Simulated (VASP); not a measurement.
# Sb (Pm-3m) in VASP: settings compared

Aim: see how the results for Sb move with the level of theory and the settings. Levels: PBEsol, r2SCAN. Tasks: single point.

Everything below comes from runs of VASP 6.6.1. Logs are shortened: lines on timing, memory, paths and dates and some standing lists are left out, and cuts for length are marked.

## (1) The structure

It takes space group Pm-3m (No. 221, cubic). The conventional cell has a = 3.063 Å, b = 3.063 Å, c = 3.063 Å, α = 90.00°, β = 90.00°, γ = 90.00°. Sb (site symmetry m-3m) has 6 Sb at 3.06 Å as nearest neighbours.

This isn't the form of Sb at room conditions, which is rhombohedral.

## (2) Single point, PBEsol

Contents of INCAR:

```
PREC = Accurate
ENCUT = 700
EDIFF = 1E-6
ISMEAR = 0
SIGMA = 0.1
LREAL = False
LASPH = True
NELM = 80
ALGO = Normal
ISIF = 2
LWAVE = False
LCHARG = True
GGA = PS
LELF = True
LVHAR = True
```

Contents of KPOINTS:

```
Automatic mesh
0
Gamma
  14 14 14
```

Contents of POSCAR:

```
Sb
1.0
    3.0633500000      0.0000000000      0.0000000000
    0.0000000000      3.0633500000      0.0000000000
    0.0000000000      0.0000000000      3.0633500000
Sb
1
Direct
    0.0000000000      0.0000000000      0.0000000000
```

Potentials or basis: VASP PAW PBE potentials, release 64 (Sb).

Launch:

```sh
> cat potpaw_PBE.64/Sb/POTCAR > POTCAR
> mpirun -np 1 vasp_std > vasp.out
```

OUTCAR:

```text
PREC = Accurate
   ENCUT = 700
   EDIFF = 1E-6
   ISMEAR = 0
   LREAL = False
   LASPH = True
   NELM = 80
   ISIF = 2
   GGA = PS

 ion  position               nearest neighbor table
   1  0.000  0.000  0.000-

  LATTYP: Found a simple cubic cell.
 ALAT       =     3.0633500000

  Lattice vectors:

 A1 = (   3.0633500000,   0.0000000000,   0.0000000000)
 A2 = (   0.0000000000,   3.0633500000,   0.0000000000)
 A3 = (   0.0000000000,   0.0000000000,   3.0633500000)

Analysis of symmetry for initial positions (statically):
=====================================================================
 Subroutine PRICEL returns:
 Original cell was already a primitive cell.

 Routine SETGRP: Setting up the symmetry group for a
 simple cubic supercell.

 Subroutine GETGRP returns: Found 48 space group operations
 (whereof 48 operations were pure point group operations)
 out of a pool of 48 trial point group operations.

The static configuration has the point symmetry O_h .

Analysis of symmetry for dynamics (positions and initial velocities):
=====================================================================
 Subroutine PRICEL returns:
 Original cell was already a primitive cell.

 Routine SETGRP: Setting up the symmetry group for a
 simple cubic supercell.

 Subroutine GETGRP returns: Found 48 space group operations
 (whereof 48 operations were pure point group operations)
 out of a pool of 48 trial point group operations.

The dynamic configuration has the point symmetry O_h .

 Subroutine INISYM returns: Found 48 space group operations
 (whereof 48 operations are pure point group operations),
 and found     1 'primitive' translations

----------------------------------------------------------------------------------------

                                     Primitive cell

  volume of cell :      28.7468

  direct lattice vectors                    reciprocal lattice vectors
     3.063350000  0.000000000  0.000000000     0.326440008  0.000000000  0.000000000
     0.000000000  3.063350000  0.000000000     0.000000000  0.326440008  0.000000000
     0.000000000  0.000000000  3.063350000     0.000000000  0.000000000  0.326440008

  length of vectors
     3.063350000  3.063350000  3.063350000     0.326440008  0.326440008  0.326440008

  position of ions in fractional coordinates (direct lattice)
     0.000000000  0.000000000  0.000000000
[... 69 lines left out ...]
   ICHARG =      2    charge: 1-file 2-atom 10-const
   ISPIN  =      1    spin polarized calculation?
   LNONCOLLINEAR =      F non collinear calculations
   LSORBIT =      F    spin-orbit coupling
   LASPH  =      T    aspherical Exc in radial PAW
   ENCUT  =  700.0 eV  51.45 Ry    7.17 a.u.   6.61  6.61  6.61*2*pi/ulx,y,z
   NELM   =     80;   NELMIN=  2; NELMDL= -5     # of ELM steps
   EDIFF  = 0.1E-05   stopping-criterion for ELM
   LREAL  =      F    real-space projection
   EDIFFG = 0.1E-04   stopping-criterion for IOM
   NSW    =      0    number of steps for IOM
   IBRION =     -1    ionic relax: 0-MD 1-quasi-New 2-CG
   NFREE  =      0    steps in history (QN), initial steepest desc. (CG)
   ISIF   =      2    stress and relaxation
   ISYM   =      2    0-nonsym 1-usesym 2-fastsym
   POTIM  = 0.5000    time-step for ionic-motion
   TEBEG  =    0.0;   TEEND  =   0.0 temperature during run
   PSTRESS=    0.0 pullay stress
   NELECT =       5.0000    total number of electrons
   NUPDOWN=      -1.0000    fix difference up-down
   EMIN   =  10.00;   EMAX   =-10.00  energy-range for DOS
   EFERMI =   0.00;   METHOD = LEGACY
   ISMEAR =     0;   SIGMA  =   0.10  broadening in eV -4-tet -1-fermi 0-gaus
   EFERMI_NEDOS =   21; number of points for ismear=-14 and -15
   IALGO  =     38    algorithm
   IMIX   =      4    mixing-type and parameters
     AMIX     =   0.40;   BMIX     =  1.00
     AMIX_MAG =   1.60;   BMIX_MAG =  1.00
  volume/ion in A,a.u.               =      28.75       193.99
  Fermi-wavevector in a.u.,A,eV,Ry     =   0.913836  1.726899 11.362171  0.835096
  Thomas-Fermi vector in A             =   2.038393
   LORBIT       =      0    0 simple, 1 ext, 2 COOP (PROOUT), +10 PAW based schemes
   GGA     = PS    functional components
   LHFCALC =     F    Hartree Fock is set to
   AEXX    =    0.0000 exact exchange contribution
   IVDW    =     0    specifies the selected vdW correction
   LEPSILON=     F    determine dielectric tensor
   LRPA    =     F    only Hartree local field effects (RPA)
 non-spin polarized calculation
 Gauss-broadening in eV      SIGMA  =   0.10
  energy-cutoff  :      700.00
  volume of cell :       28.75
 maximum number of plane-waves:      1231
 NGX is ok and might be reduce to    28
   NGX = 13   NGY = 13   NGZ = 13

 number of electron       5.0000000 magnetization

 Free energy of the ion-electron system (eV)
  ---------------------------------------------------
  ext. energy  EPLUGINS =         0.00000000
  ---------------------------------------------------
  free energy    TOTEN  =        -4.53734456 eV

  energy without entropy =       -4.53356179  energy(sigma->0) =       -4.53545318

 E-fermi :   7.4027     XC(G=0):  -9.9093

 val. band max:        7.3932825305   @ k =   0.2857   0.2143   0.0000
 cond. band min:       7.4469198021   @ k =   0.5000   0.2857   0.2143
 fundamental gap:      0.0536372717
 Fermi energy:         7.4026765799

 k-point     1 :       0.0000    0.0000    0.0000
  band No.  band energies     occupation
      1      -5.2308      2.00000
      2      10.8153      0.00000
      3      10.8153      0.00000
      4      10.8153      0.00000
      5      14.4489      0.00000
      6      14.4489      0.00000
[... 199 lines left out ...]
 k-point    24 :       0.3571    0.2143    0.0000
  band No.  band energies     occupation
      1      -2.7794      2.00000
      2       3.7472      2.00000
      3       7.9065      0.00000
      4      13.0722      0.00000
      5      14.5189      0.00000
      6      17.1014      0.00000

 [... further k-points ...]
[... 5 lines left out ...]
  --------------------------------------------------------------------------------------
  -------------------------------------------------------------------------------------
  Total        0.0016437      0.0016437      0.0016437     -0.0000000      0.0000000      0.0000000
  in kB        0.0916112      0.0916112      0.0916112     -0.0000000      0.0000000      0.0000000
  external PRESSURE =       0.0916112 kB  Pullay stress =       0.0000000 kB

 VOLUME and BASIS-vectors are now :
 -----------------------------------------------------------------------------
  energy-cutoff  :      700.00
  volume of cell :       28.75
      direct lattice vectors                 reciprocal lattice vectors
     3.063350000  0.000000000  0.000000000     0.326440008  0.000000000  0.000000000
     0.000000000  3.063350000  0.000000000     0.000000000  0.326440008  0.000000000
     0.000000000  0.000000000  3.063350000     0.000000000  0.000000000  0.326440008

 POSITION                                       TOTAL-FORCE (eV/Angst)
 -----------------------------------------------------------------------------------
      0.00000      0.00000      0.00000         0.000000      0.000000      0.000000
 -----------------------------------------------------------------------------------
    total drift:                                0.000000      0.000000      0.000000

  FREE ENERGIE OF THE ION-ELECTRON SYSTEM (eV)
  ---------------------------------------------------
  free  energy   TOTEN  =        -4.5373445643 eV

  energy  without entropy=       -4.5335617931  energy(sigma->0) =       -4.53545318
```

OSZICAR:

```text
N       E                     dE             d eps       ncg     rms          rms(c)
DAV:   1     0.105473938488E+02    0.10547E+02   -0.20002E+03  1440   0.716E+02
DAV:   2    -0.426612869772E+01   -0.14814E+02   -0.14052E+02  2076   0.826E+01
DAV:   3    -0.453723374319E+01   -0.27111E+00   -0.26925E+00  1620   0.120E+01
DAV:   4    -0.453970837817E+01   -0.24746E-02   -0.23474E-02  2166   0.119E+00
DAV:   5    -0.453972070681E+01   -0.12329E-04   -0.12323E-04  1788   0.468E-02    0.199E+00
DAV:   6    -0.453832903361E+01    0.13917E-02   -0.20110E-04  2010   0.155E-01    0.118E+00
DAV:   7    -0.453733124577E+01    0.99779E-03   -0.59678E-04  1704   0.243E-01    0.573E-02
DAV:   8    -0.453734370159E+01   -0.12456E-04   -0.19824E-05  2046   0.395E-02    0.457E-03
DAV:   9    -0.453734456429E+01   -0.86270E-06   -0.61708E-07  1662   0.702E-03
   1 F= -.45373446E+01 E0= -.45354532E+01  d E =-.378277E-02
```

Run time: 8.4 s. Hardware: 1 thread of Intel Xeon 6975P-C (Granite Rapids), shared host; peak memory 0.17 GiB.

What came out:

- Free energy: -4.5373 eV
- Pressure: 0.0 GPa
- Band gap on the k mesh: none (metal or under the smearing width)

Caveat: the PAW data sets were made with another functional, which shifts forces and pressure a little.

## (3) Single point, PBEsol

Changes to INCAR since step 2:

```diff
@@ -1,3 +1,3 @@
 PREC = Accurate
-ENCUT = 700
+ENCUT = 520
 EDIFF = 1E-6
```

Contents of KPOINTS:

```
Automatic mesh
0
Gamma
  20 20 20
```

POSCAR is that of step 2.

Potentials or basis: VASP PAW PBE potentials, release 64 (Sb).

Launch:

```sh
> cat potpaw_PBE.64/Sb/POTCAR > POTCAR
> mpirun -np 1 vasp_std > vasp.out
```

Wall time 7.8 s (1 thread of Intel Xeon 6975P-C (Granite Rapids), shared host); peak memory 0.17 GiB.

Results (log left out):

```
Free energy            : -4.5362 eV
Pressure               : -0.1 GPa
Band gap on the k mesh : none (metal or under the smearing width)
```

Levels at points of the mesh, in eV from the Fermi level:
```
           k point  band 1  band 2  band 3  band 4  band 5  band 6
(0.00, 0.00, 0.00)  -12.71    3.33    3.33    3.33    6.97    6.97
(0.50, 0.00, 0.00)  -10.15   -5.88    5.47    5.47    9.15   10.60
(0.50, 0.50, 0.00)   -7.42   -3.72   -3.72    1.96    7.66   13.18
(0.50, 0.50, 0.50)   -4.35   -1.70   -1.70   -1.70    4.74    4.74
```

Caveat: the PAW data sets were made with another functional, which shifts forces and pressure a little. Spin-orbit coupling is left out, which matters for the levels of Sb.

## (4) Single point, PBEsol

Changes to INCAR since step 3:

```diff
@@ -4,3 +4,3 @@
 ISMEAR = 0
-SIGMA = 0.1
+SIGMA = 0.5
 LREAL = False
```

Contents of KPOINTS:

```
Automatic mesh
0
Gamma
  14 14 14
```

POSCAR is that of step 3.

Launch:

```sh
> cat potpaw_PBE.64/Sb/POTCAR > POTCAR
> mpirun -np 1 vasp_std > vasp.out
```

Wall time 4.6 s (1 thread of Intel Xeon 6975P-C (Granite Rapids), shared host); peak memory 0.15 GiB.

Results (log left out):

| Property | Result |
| --- | --- |
| Free energy | -4.5683 eV |
| Pressure | 0.1 GPa |
| Band gap on the k mesh | none (metal or under the smearing width) |

Levels at points of the mesh, in eV from the Fermi level:
```csv
k point,band 1,band 2,band 3,band 4,band 5,band 6
"(0.00, 0.00, 0.00)",-12.66,3.38,3.38,3.38,7.02,7.02
"(0.50, 0.00, 0.00)",-10.10,-5.83,5.52,5.52,9.20,10.65
"(0.50, 0.50, 0.00)",-7.37,-3.68,-3.68,2.01,7.71,13.23
"(0.50, 0.50, 0.50)",-4.30,-1.65,-1.65,-1.65,4.79,4.79
```

Caveat: the PAW data sets were made with another functional, which shifts forces and pressure a little.

## (5) Single point, PBEsol

Changes to INCAR since step 4:

```diff
@@ -1,6 +1,6 @@
 PREC = Accurate
-ENCUT = 520
+ENCUT = 900
 EDIFF = 1E-6
 ISMEAR = 0
-SIGMA = 0.5
+SIGMA = 0.1
 LREAL = False
```

KPOINTS is that of step 4.

POSCAR is that of step 4.

Launch:

```sh
> cat potpaw_PBE.64/Sb/POTCAR > POTCAR
> mpirun -np 1 vasp_std > vasp.out
```

It took 11 s on 1 thread of Intel Xeon 6975P-C (Granite Rapids), shared host; peak memory 0.2 GiB.

It converged, with:

| Property | Result |
| --- | --- |
| Free energy | -4.5374 eV |
| Pressure | 0.0 GPa |
| Band gap on the k mesh | none (metal or under the smearing width) |

Levels at points of the mesh, in eV from the Fermi level:
| k point | band 1 | band 2 | band 3 | band 4 | band 5 | band 6 |
| --- | --- | --- | --- | --- | --- | --- |
| (0.00, 0.00, 0.00) | -12.63 | 3.41 | 3.41 | 3.41 | 7.05 | 7.05 |
| (0.50, 0.00, 0.00) | -10.07 | -5.80 | 5.55 | 5.55 | 9.23 | 10.68 |
| (0.50, 0.50, 0.00) | -7.34 | -3.65 | -3.65 | 2.04 | 7.74 | 13.26 |
| (0.50, 0.50, 0.50) | -4.27 | -1.62 | -1.62 | -1.62 | 4.82 | 4.82 |

Caveat: the PAW data sets were made with another functional, which shifts forces and pressure a little. The run has no spin-orbit coupling, so splittings on Sb are missing.

(Part 1 of 2 ends here.)
